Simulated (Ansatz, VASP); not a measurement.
Given: the input of a run of VASP 6.6.1 on Cd2S.

The input INCAR:

```
PREC = Accurate
ENCUT = 520
EDIFF = 1E-6
ISMEAR = -1
SIGMA = 0.05
LREAL = False
LASPH = True
NELM = 80
ALGO = Normal
ISIF = 2
LWAVE = False
LCHARG = False
GGA = PE
NBANDS = 22
```

KPOINTS

```
regular mesh
0
Gamma
  8 8 5
```

POSCAR

```
Cd2S
1.0
    4.0403891930      0.0000000000      0.0000000000
   -2.0201945965      3.4990796824      0.0000000000
    0.0000000000      0.0000000000      5.9231266511
Cd S
2 1
Direct
    0.3333333333      0.6666666667      0.9327170000
    0.6666666667      0.3333333333      0.5787350000
    0.3333333333      0.6666666667      0.3657050000
```

Potentials or basis: VASP PAW PBE potentials, release 64 (Cd, S).

Launch:

```bash
$ cat potpaw_PBE.64/Cd/POTCAR potpaw_PBE.64/S/POTCAR > POTCAR
$ mpirun -np 1 vasp_std > vasp.out
```

Set up the same calculation for Ansatz 0.2.0. Potentials there: Ansatz PAW.

As run (the cutoff follows the program's own potentials):

The input input.yaml:

```yaml
crystal:
  lattice:
    - [4.040389193, 0.0, 0.0]
    - [-2.0201945965, 3.4990796824, 0.0]
    - [0.0, 0.0, 5.9231266511]
  atoms:
    - { symbol: Cd, position: [0.3333333333, 0.6666666667, 0.932717] }
    - { symbol: Cd, position: [0.6666666667, 0.3333333333, 0.578735] }
    - { symbol: S, position: [0.3333333333, 0.6666666667, 0.365705] }
hamiltonian:
  xc: pbe
  pseudopotentials: { kind: paw }
kpoints:
  mp_grid: { grid: [8, 8, 5] }
scf:
  occupations: { method: fermi_dirac, width: 0.05 }
output:
  forces: true
  stress: true
  eigenvalues: true
```

Potentials or basis: Ansatz PAW.

The run is started by

```sh
$ ansatz run input.yaml --threads 2 --pin off --max-ram 5632MiB --backend cpu --events-out ev --progress --plain --runs-dir out
```

Both were run:

|  | VASP | Ansatz | Ansatz less VASP |
| --- | --- | --- | --- |
| gap on the k mesh at the Fermi level (eV) | 0.29 | 0.29 | +0.002 |
| least direct gap on the mesh (eV) | 0.57 | 0.57 | +0.002 |
| pressure (GPa) | -2.1 | -2.3 | -0.20 |
| largest component of the traceless stress (GPa) | 0.68 | 0.73 | +0.054 |
| rms of the force components (eV/Å) | 0.104 | 0.111 | +0.0075 |

Atom by atom the forces differ by 0.008 eV/Å (rms over components). The two sets of potentials don't hold the same shells in valence.

Caveats: an odd mesh through Γ misses points on the zone boundary, where band edges often lie (VASP); odd divisions of the mesh miss points on the zone boundary, where band edges often lie, so the gap on the mesh can be too wide (Ansatz).
